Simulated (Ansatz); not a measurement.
Stackings of close-packed layers of Mg (one atom a layer), each relaxed to a stress under 0.05 GPa; h and k mark layers whose two neighbours have the same or different letters; energies count from the stacking AB (P6_3/mmc).

These are results of Ansatz 0.2.0, DFT PBE, scalar-relativistic, plane waves, PAW, not measurements.

Cutoff 420 eV, Gaussian smearing of 0.10 eV, energies at zero smearing, symmetry of each start kept, no spin polarisation.

| start | atoms | k mesh | excess energy (meV/atom) | excess energy on a denser mesh (meV/atom) | spacing of like layers (Å) | a (Å) | denser mesh |
| --- | --- | --- | --- | --- | --- | --- | --- |
| ABC (kkk) | 3 | 18×18×6 | 13.8 | 12.6 | 2.609 | 3.200 | 30×30×12 |
| ABAC (khkh) | 4 | 18×18×4 | 6.4 | 5.8 | 2.577 | 3.211 | 30×30×8 |
| ABCACB (hkkhkk) | 6 | 18×18×3 | 9.6 | 8.5 | 2.586 | 3.210 | 30×30×6 |
| ABABCBCAC (khhkhhkhh) | 9 | 18×18×2 | - | 2.8 | 2.584 | 3.206 | 30×30×4 |
| ABCABAB (hkkkhhh) | 7 | 18×18×3 | - | 3.5 | 2.595 | 3.200 | 30×30×6 |
| ABCACBCACAC (kkkhkhkhhhh) | 11 | 18×18×2 | 4.2 | - | 2.606 | 3.193 | - |

Zero in every row: gap on the mesh (eV).

Small energy differences in metals hang on the k mesh (about 10 mJ/m² or 1 to 2 meV/atom on the mesh of the relaxation).

Cost: 6 runs of about 14 core-minutes in all, on Arm Neoverse V1 (shared hosts).